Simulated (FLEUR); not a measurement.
SnSe2 under changes of volume

One of the cells (25.726 Å³/atom); the others are scaled copies at fixed shape and fractional positions:

```
Sn Se
1.0
     3.81100    0.00000    0.00000
    -1.90550    3.30042    0.00000
     0.00000    0.00000    6.13600
Sn Se
1 2
Direct
  0.00000 0.00000 0.00000
  0.66667 0.33333 0.75100
  0.33333 0.66667 0.24900
```

* Program: FLEUR MaX-R8.1 (patched build s14)
* Functional: LDA exchange alone (X-alpha)
* Potentials or basis: all-electron
* Basis: FLAPW
* Kmax: 3.8 1/bohr
* k mesh: 8 × 8 × 5
* Occupations: fermi-dirac, width 0.05 eV
* Spin: no spin polarisation

```csv
volume (Å³/atom),energy over the lowest point (meV/atom),gap on the mesh (eV)
24.182,99.01,0.70
24.697,?,?
25.726,26.14,0.63
26.755,4.44,0.58
27.270,0.00,0.55
```

**Question.** What does the run at 24.697 Å³/atom give?

**Answer.** Energy over the lowest point 68.53 meV/atom; gap on the mesh 0.67 eV.

Worked out: A Birch-Murnaghan fit of order 2 (a polynomial in V^(-2/3)) to the other rows has its minimum at 27.58 Å³/atom, just outside them, with B0 = V·E''(V) = 61 GPa at fixed shape and positions, which overstates the stiffness. It gives 68.66 meV/atom at 24.697 Å³/atom, against the run's 68.53. A straight line through the other rows of the gap, of slope -1.23 eV per unit of ln V, gives 0.68 eV, against the run's 0.67.

Energies are extrapolated to zero smearing.

Caveats: the plane-wave cutoff is short for the semicore states, which can make moduli rough; spin-orbit coupling is left out, which moves the levels of the heavy elements; an odd mesh through Γ misses points on the zone boundary, where band edges often lie.
